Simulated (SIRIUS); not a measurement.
Runs of SIRIUS 7.12.0 on Cl. Symmetry: Cmce, No. 64, orthorhombic system. The conventional cell has a = 6.290 Å, b = 4.500 Å, c = 8.210 Å, α = 90.00°, β = 90.00°, γ = 90.00°. Cl (site symmetry m) is surrounded by 1 Cl at 2.02 Å. 

```tsv
level	potentials or basis	cell	k mesh	gap on the mesh (eV)	pressure (GPa)	largest force (eV/Å)
LDA	PseudoDojo 0.4.1 PBE standard (scalar relativistic)	as given	5 × 5 × 3	(b)	(a)	0.13
PBEsol	PseudoDojo 0.4.1 PBEsol standard (scalar relativistic)	as given	7 × 7 × 4	2.41	-0.9	0.19
PBEsol	PseudoDojo 0.4.1 PBE standard (scalar relativistic)	as given	5 × 5 × 3	2.41	-0.9	0.17
PBEsol	PseudoDojo 0.4.1 PBEsol standard (scalar relativistic)	atoms moved at random, drawn with an rms of 0.05 Å	7 × 7 × 4	2.53	0.0	0.52
```

Alike in all rows: task single point; no spin polarisation; cutoff (eV) 807; smearing fermi-dirac 0.05 eV.

Problem. Estimate the missing entries.

Solution. (a) -2.3; (b) 2.33.

Caveats: an odd mesh through Γ misses points on the zone boundary, where band edges often lie; the potentials were made for another functional, which shifts forces and pressure (some runs).
